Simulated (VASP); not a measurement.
# InP in VASP: work function with PBEsol

Aim: the work function of InP with PBEsol.

All numbers are computed with VASP 6.6.1; they aren't measurements. Logs are shortened: lines on timing, memory, paths and dates and some standing lists are left out, and cuts for length are marked.

### Step 1. Starting point

The cell holds a slab with vacuum, 20 atoms: a = 5.861 Å, b = 4.144 Å, c = 34.650 Å, α = 90.00°, β = 90.00°, γ = 90.00°.

### Step 2. Work function, PBEsol

The input, INCAR:

```
  ALGO = Normal
  DIPOL = 0.5 0.5 0.500
  EDIFF = 1E-6
  ENCUT = 520
  GGA = PS
  IDIPOL = 3
  ISIF = 2
  ISMEAR = 0
  KPAR = 8
  LASPH = T
  LCHARG = T
  LDIPOL = T
  LREAL = F
  LVACPOTAV = T
  LVHAR = T
  LWAVE = F
  NELM = 100
  PREC = Accurate
  SIGMA = 0.05
```

The input, KPOINTS:

```
k-points
0
Gamma
  4 6 1
```

The input, POSCAR:

```
InP                                     
1.0
    5.8610000000      0.0000000000      0.0000000000
    0.0000000000      4.1443528450      0.0000000000
    0.0000000000      0.0000000000     34.6495878000
  In              P             
    10    10
Direct
     0.5595984185971784    0.5000000000000000    0.2426449962351177
     0.9868622419106625    0.0000000000000000    0.2866282800803051
     0.4906975853466552    0.5000000000000000    0.3509146582183911
     0.9894285378648729    0.0000000000000000    0.4090265663178555
     0.4908695992523428    0.5000000000000000    0.4705154124748207
     0.9908695992523430    0.0000000000000000    0.5294845875251796
     0.4894285378648728    0.5000000000000000    0.5909734336821444
     0.9906975853466553    0.0000000000000000    0.6490853417816088
     0.4868622419106627    0.5000000000000000    0.7133717199196951
     0.0595984185971784    0.0000000000000000    0.7573550037648820
     0.7691776029418521    0.0000000000000000    0.2226012606352407
     0.2378754592599497    0.5000000000000000    0.2905441090738143
     0.7436661947353115    0.0000000000000000    0.3485894327030424
     0.2402286322179949    0.5000000000000000    0.4105313115612269
     0.7415957278731801    0.0000000000000000    0.4694646071802616
     0.2415957278731803    0.5000000000000000    0.5305353928197384
     0.7402286322179948    0.0000000000000000    0.5894686884387732
     0.2436661947353113    0.5000000000000000    0.6514105672969577
     0.7378754592599496    0.0000000000000000    0.7094558909261858
     0.2691776029418520    0.5000000000000000    0.7773987393647591
```

Potentials or basis: VASP PAW PBE potentials, release 64 (In_d, P).

Started as:

```sh
$ cat potpaw_PBE.64/In_d/POTCAR potpaw_PBE.64/P/POTCAR > POTCAR
$ mpirun -np 8 vasp_std > vasp.out
```

OUTCAR:

```text
EDIFF = 1E-6
   ENCUT = 520
   GGA = PS
   ISIF = 2
   ISMEAR = 0
   LASPH = T
   LREAL = F
   NELM = 100
   PREC = Accurate

 ion  position               nearest neighbor table
   1  0.560  0.500  0.243-  11 2.51  11 2.51  12 2.51   2 3.59   2 3.59   3 3.77
   2  0.987  0.000  0.287-  12 2.54  12 2.54  11 2.56  13 2.58   1 3.59   1 3.59
   3  0.491  0.500  0.351-  14 2.53  13 2.55  13 2.55  12 2.56   1 3.77
   4  0.989  0.000  0.409-  14 2.54  14 2.54  13 2.54  15 2.55
   5  0.491  0.500  0.471-  15 2.54  15 2.54  16 2.54  14 2.55
   6  0.991  0.000  0.529-  16 2.54  16 2.54  15 2.54  17 2.55
   7  0.489  0.500  0.591-  17 2.54  17 2.54  18 2.54  16 2.55
   8  0.991  0.000  0.649-  17 2.53  18 2.55  18 2.55  19 2.56  10 3.77
   9  0.487  0.500  0.713-  19 2.54  19 2.54  20 2.56  18 2.58  10 3.59  10 3.59
  10  0.060  0.000  0.757-  20 2.51  20 2.51  19 2.51   9 3.59   9 3.59   8 3.77
  11  0.769  0.000  0.223-   1 2.51   1 2.51   2 2.56
  12  0.238  0.500  0.291-   1 2.51   2 2.54   2 2.54   3 2.56
  13  0.744  0.000  0.349-   4 2.54   3 2.55   3 2.55   2 2.58
  14  0.240  0.500  0.411-   3 2.53   4 2.54   4 2.54   5 2.55
  15  0.742  0.000  0.469-   5 2.54   5 2.54   6 2.54   4 2.55
  16  0.242  0.500  0.531-   6 2.54   6 2.54   5 2.54   7 2.55
  17  0.740  0.000  0.589-   8 2.53   7 2.54   7 2.54   6 2.55
  18  0.244  0.500  0.651-   7 2.54   8 2.55   8 2.55   9 2.58
  19  0.738  0.000  0.709-  10 2.51   9 2.54   9 2.54   8 2.56
  20  0.269  0.500  0.777-  10 2.51  10 2.51   9 2.56

  LATTYP: Found a simple orthorhombic cell.
 ALAT       =     4.1443528450
 B/A-ratio  =     1.4142135622
 C/A-ratio  =     8.3606751394

  Lattice vectors:

 A1 = (   0.0000000000,  -4.1443528450,   0.0000000000)
 A2 = (   5.8610000000,   0.0000000000,   0.0000000000)
 A3 = (   0.0000000000,   0.0000000000,  34.6495878000)

Analysis of symmetry for initial positions (statically):
=====================================================================
 Subroutine PRICEL returns:
 Original cell was already a primitive cell.

 Routine SETGRP: Setting up the symmetry group for a
 simple orthorhombic supercell.

 Subroutine GETGRP returns: Found  4 space group operations
 (whereof  2 operations were pure point group operations)
 out of a pool of  8 trial point group operations.

The static configuration has the point symmetry C_1h.
 The point group associated with its full space group is C_2v.

Analysis of symmetry for dynamics (positions and initial velocities):
=====================================================================
 Subroutine PRICEL returns:
 Original cell was already a primitive cell.

 Routine SETGRP: Setting up the symmetry group for a
 simple orthorhombic supercell.

 Subroutine GETGRP returns: Found  4 space group operations
 (whereof  2 operations were pure point group operations)
 out of a pool of  8 trial point group operations.

The dynamic configuration has the point symmetry C_1h.
 The point group associated with its full space group is C_2v.

 Subroutine INISYM returns: Found  4 space group operations
 (whereof  2 operations are pure point group operations),
 and found     1 'primitive' translations

----------------------------------------------------------------------------------------

                                     Primitive cell

  volume of cell :     841.6403

  direct lattice vectors                    reciprocal lattice vectors
     5.861000000  0.000000000  0.000000000     0.170619348  0.000000000  0.000000000
     0.000000000  4.144352845  0.000000000     0.000000000  0.241292196  0.000000000
     0.000000000  0.000000000 34.649587800     0.000000000  0.000000000  0.028860372

  length of vectors
     5.861000000  4.144352845 34.649587800     0.170619348  0.241292196  0.028860372

  position of ions in fractional coordinates (direct lattice)
     0.559598419  0.500000000  0.242644996
     0.986862242  0.000000000  0.286628280
     0.490697585  0.500000000  0.350914658
     0.989428538  0.000000000  0.409026566
     0.490869599  0.500000000  0.470515412
     0.990869599  0.000000000  0.529484588
[... 12 lines left out ...]
     0.737875459  0.000000000  0.709455891
     0.269177603  0.500000000  0.777398739

  ion indices of the primitive-cell ions
   primitive index   ion index
                 1           1
                 2           2
                 3           3
                 4           4
                 5           5
                 6           6
[... 12 lines left out ...]
                19          19
                20          20

----------------------------------------------------------------------------------------

 KPOINTS: k-points

Automatic generation of k-mesh.
 Grid dimensions read from file:
 generate k-points for:    4    6    1

 Generating k-lattice:

  Cartesian coordinates                     Fractional coordinates (reciprocal lattice)
     0.042654837  0.000000000  0.000000000     0.250000000  0.000000000  0.000000000
     0.000000000  0.040215366  0.000000000     0.000000000  0.166666667  0.000000000
     0.000000000  0.000000000  0.028860372     0.000000000  0.000000000  1.000000000

  Length of vectors
     0.042654837  0.040215366  0.028860372

  Shift w.r.t. Gamma in fractional coordinates (k-lattice)
     0.000000000  0.000000000  0.000000000

 Subroutine IBZKPT returns following result:
 ===========================================

 Found     12 irreducible k-points:

 Following reciprocal coordinates:
            Coordinates               Weight
  0.000000  0.000000  0.000000      1.000000
  0.250000  0.000000  0.000000      2.000000
  0.500000  0.000000  0.000000      1.000000
  0.000000  0.166667  0.000000      2.000000
  0.250000  0.166667  0.000000      4.000000
  0.500000  0.166667  0.000000      2.000000
  0.000000  0.333333  0.000000      2.000000
  0.250000  0.333333  0.000000      4.000000
  0.500000  0.333333  0.000000      2.000000
  0.000000  0.500000  0.000000      1.000000
  0.250000  0.500000  0.000000      2.000000
  0.500000  0.500000  0.000000      1.000000
   k-points           NKPTS =     12   k-points in BZ     NKDIM =     12   number of bands    NBANDS=    108
   number of dos      NEDOS =    301   number of ions     NIONS =     20
   total plane-waves  NPLWV = 414720
   dimension x,y,z NGX =    48 NGY =   32 NGZ =  270
   dimension x,y,z NGXF=    96 NGYF=   64 NGZF=  540
   ions per type =              10  10
   NGX,Y,Z   is equivalent  to a cutoff of  13.62, 12.84, 12.95 a.u.
   NGXF,Y,Z  is equivalent  to a cutoff of  27.23, 25.67, 25.91 a.u.
 SYSTEM =  unknown system
   PREC   = accura    normal or accurate (medium, high low for compatibility)
   ISTART =      0    job   : 0-new  1-cont  2-samecut
   ICHARG =      2    charge: 1-file 2-atom 10-const
   ISPIN  =      1    spin polarized calculation?
   LNONCOLLINEAR =      F non collinear calculations
   LSORBIT =      F    spin-orbit coupling
   LASPH  =      T    aspherical Exc in radial PAW
   ENCUT  =  520.0 eV  38.22 Ry    6.18 a.u.  10.90  7.71 64.43*2*pi/ulx,y,z
   NELM   =    100;   NELMIN=  2; NELMDL= -5     # of ELM steps
   EDIFF  = 0.1E-05   stopping-criterion for ELM
   LREAL  =      F    real-space projection
   EDIFFG = 0.1E-04   stopping-criterion for IOM
   NSW    =      0    number of steps for IOM
   IBRION =     -1    ionic relax: 0-MD 1-quasi-New 2-CG
   NFREE  =      0    steps in history (QN), initial steepest desc. (CG)
   ISIF   =      2    stress and relaxation
   ISYM   =      2    0-nonsym 1-usesym 2-fastsym
   POTIM  = 0.5000    time-step for ionic-motion
   TEBEG  =    0.0;   TEEND  =   0.0 temperature during run
   PSTRESS=    0.0 pullay stress
   NELECT =     180.0000    total number of electrons
   NUPDOWN=      -1.0000    fix difference up-down
   EMIN   =  10.00;   EMAX   =-10.00  energy-range for DOS
   EFERMI =   0.00;   METHOD = LEGACY
   ISMEAR =     0;   SIGMA  =   0.05  broadening in eV -4-tet -1-fermi 0-gaus
   EFERMI_NEDOS =   21; number of points for ismear=-14 and -15
   IALGO  =     38    algorithm
   IMIX   =      4    mixing-type and parameters
     AMIX     =   0.40;   BMIX     =  1.00
     AMIX_MAG =   1.60;   BMIX_MAG =  1.00
  volume/ion in A,a.u.               =      42.08       283.98
  Fermi-wavevector in a.u.,A,eV,Ry     =   0.979017  1.850074 13.040830  0.958474
  Thomas-Fermi vector in A             =   2.109837
   LORBIT       =      0    0 simple, 1 ext, 2 COOP (PROOUT), +10 PAW based schemes
   GGA     = PS    functional components
   LHFCALC =     F    Hartree Fock is set to
   AEXX    =    0.0000 exact exchange contribution
   IVDW    =     0    specifies the selected vdW correction
   LEPSILON=     F    determine dielectric tensor
   LRPA    =     F    only Hartree local field effects (RPA)
 non-spin polarized calculation
 Gauss-broadening in eV      SIGMA  =   0.05
  energy-cutoff  :      520.00
  volume of cell :      841.64
 maximum number of plane-waves:     22736
 NGX is ok and might be reduce to    48
   NGX = 21   NGY = 15   NGZ =129

 dipolmoment           0.000000      0.000000     -0.000000 electrons x Angstroem

 number of electron     179.9999955 magnetization

 dipolmoment           0.000000      0.000000      0.000000 electrons x Angstroem

 Free energy of the ion-electron system (eV)
  ---------------------------------------------------
  ext. energy  EPLUGINS =         0.00000000
  ---------------------------------------------------
  free energy    TOTEN  =       -89.46772496 eV

  energy without entropy =      -89.46772496  energy(sigma->0) =      -89.46772496

 E-fermi :   1.2223     XC(G=0):  -6.0554

 val. band max:        0.9821861735   @ k =   0.0000   0.0000   0.0000
 cond. band min:       1.8759406429   @ k =   0.0000   0.0000   0.0000
 fundamental gap:      0.8937544693
 Fermi energy:         1.2222587164

 k-point     1 :       0.0000    0.0000    0.0000
  band No.  band energies     occupation
      1     -13.3829      2.00000
      2     -13.3829      2.00000
      3     -13.3399      2.00000
      4     -13.3313      2.00000
      5     -13.3147      2.00000
      6     -13.2957      2.00000
[... 1249 lines left out ...]
    101       4.9814      0.00000
    102       4.9814      0.00000
 [bands above 102 left out]

------------------------ aborting loop because EDIFF is reached ----------------------------------------

  FORCE on cell =-STRESS in cart. coord.  units (eV):
  Direction    XX          YY          ZZ          XY          YZ          ZX
  --------------------------------------------------------------------------------------
  -------------------------------------------------------------------------------------
  Total       -0.0769311     -0.5610433     -0.1325040      0.0000000      0.0000000      0.0000000
  in kB       -0.1464489     -1.0680226     -0.2522394      0.0000000      0.0000000      0.0000000
  external PRESSURE =      -0.4889036 kB  Pullay stress =       0.0000000 kB

 VOLUME and BASIS-vectors are now :
 -----------------------------------------------------------------------------
  energy-cutoff  :      520.00
  volume of cell :      841.64
      direct lattice vectors                 reciprocal lattice vectors
     5.861000000  0.000000000  0.000000000     0.170619348  0.000000000  0.000000000
     0.000000000  4.144352845  0.000000000     0.000000000  0.241292196  0.000000000
     0.000000000  0.000000000 34.649587800     0.000000000  0.000000000  0.028860372

 POSITION                                       TOTAL-FORCE (eV/Angst)
 -----------------------------------------------------------------------------------
      3.27981      2.07218      8.40755         0.005159      0.000000     -0.000883
      5.78400      0.00000      9.93155        -0.000432      0.000000      0.001139
      2.87598      2.07218     12.15905         0.003870      0.000000     -0.002085
      5.79904      0.00000     14.17260        -0.007370      0.000000      0.005268
      2.87699      2.07218     16.30317        -0.000837      0.000000     -0.005770
      5.80749      0.00000     18.34642        -0.000837      0.000000      0.005770
[... 12 lines left out ...]
      4.32469      0.00000     24.58235        -0.002056      0.000000      0.000466
      1.57765      2.07218     26.93655         0.005751      0.000000     -0.000539
 -----------------------------------------------------------------------------------
    total drift:                                0.001588     -0.000000     -0.000003

  FREE ENERGIE OF THE ION-ELECTRON SYSTEM (eV)
  ---------------------------------------------------
  free  energy   TOTEN  =       -89.4677249629 eV

  energy  without entropy=      -89.4677249629  energy(sigma->0) =      -89.46772496

 vacuum level on the upper side and lower side of the slab         6.127         6.127
```

It took 7.3 min on 8 MPI ranks of Intel Xeon 6975P-C (Granite Rapids), shared host; peak memory 1.3 GiB.

What came out:

* Free energy: -89.4677 eV
* Largest force: 0.010 eV/Å
* Band gap on the k mesh: 0.89 eV, direct
* Ionisation potential of the upper face: 5.14 eV

Forces in eV/Å, atoms in the order of the input:
```
In   0.005  0.000 -0.001
In   0.000  0.000  0.001
In   0.004  0.000 -0.002
In  -0.007  0.000  0.005
In  -0.001  0.000 -0.006
In  -0.001  0.000  0.006
In  -0.007  0.000 -0.005
In   0.004  0.000  0.002
In   0.000  0.000 -0.001
In   0.005  0.000  0.001
P    0.006  0.000  0.001
P   -0.002  0.000  0.000
P   -0.010  0.000  0.000
P    0.007  0.000 -0.007
P   -0.001  0.000  0.004
P   -0.001  0.000 -0.004
P    0.007  0.000  0.007
P   -0.010  0.000  0.000
P   -0.002  0.000  0.000
P    0.006  0.000 -0.001
```

Levels at points of the mesh, in eV from the valence-band top:
| k point | band 88 | band 89 | band 90 | band 91 | band 92 | band 93 |
| --- | --- | --- | --- | --- | --- | --- |
| (0.00, 0.00, 0.00) | -0.14 | -0.06 | 0.00 | 0.89 | 1.44 | 1.71 |
| (0.50, 0.00, 0.00) | -0.88 | -0.73 | -0.73 | 1.47 | 1.47 | 1.75 |
| (0.00, 0.50, 0.00) | -1.36 | -0.89 | -0.89 | 1.14 | 1.14 | 2.00 |
| (0.50, 0.50, 0.00) | -1.03 | -0.75 | -0.75 | 1.39 | 1.39 | 2.07 |

Caveat: the PAW data sets were made with another functional, which shifts forces and pressure a little; spin-orbit coupling is left out, which moves the levels of the heavy elements.
